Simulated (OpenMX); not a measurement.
Runs of OpenMX 3.8.5 on C. The structure is trigonal, space group R-3m (No. 166). The conventional cell has a = 2.466 Å, b = 2.466 Å, c = 24.848 Å, α = 90.00°, β = 90.00°, γ = 120.00°. Around C (site symmetry 3m) lie 3 C at 1.42 Å. C (site symmetry 3m) has 3 C at 1.42 Å as nearest neighbours. This isn't the form of C at room conditions, which is graphite.

```tsv
potentials or basis	cell	pressure (GPa)	largest force (eV/Å)
OpenMX 2013 LDA set, C5.0-s2p2d1, fixed grid of 21 × 21 × 21 points	strain xy of 0.01 (engineering), atoms clamped	-0.1	0.23
OpenMX 2013 LDA set, C5.0-s2p2d1, fixed grid of 21 × 21 × 21 points	strain yy of 0.01 (engineering), atoms clamped	(a)	(b)
OpenMX 2013 LDA set, C5.0-s2p2d1, fixed grid of 21 × 21 × 21 points	strain yy of -0.01 (engineering), atoms clamped	3.3	0.24
OpenMX 2013 LDA set, C5.0-s2p2d1, fixed grid of 21 × 21 × 21 points	strain xx of -0.01 (engineering), atoms clamped	3.3	0.23
OpenMX 2013 LDA set, C5.0-s2p2d1, fixed grid of 21 × 21 × 21 points	strain yz of -0.01 (engineering), atoms clamped	-0.1	0.20
OpenMX 2013 LDA set, C5.0-s2p2d1, fixed grid of 21 × 21 × 21 points	strain zz of 0.01 (engineering), atoms clamped	0.4	0.21
OpenMX 2013 LDA set, C5.0-s2p2d1, fixed grid of 21 × 21 × 21 points	strain xz of -0.01 (engineering), atoms clamped	-0.1	0.20
OpenMX 2013 LDA set, C5.0-s2p2d1, grid cutoff 300 Ry	as given	-0.1	0.20
```

Alike in all rows: task single point; level LDA; no spin polarisation; k mesh 12 × 12 × 12, shifted; smearing fermi-dirac 0.05 eV; other keys scf.Init.Mixing.Weight = 0.1; scf.Max.Mixing.Weight = 0.1; ….

Task: Fill in the values left out.

Result: (a) -3.3; (b) 0.22.

Caveats: the basis of atomic orbitals isn't converged, which shifts pressures, moduli and gaps.

Runs at the PBE level aren't shown here.
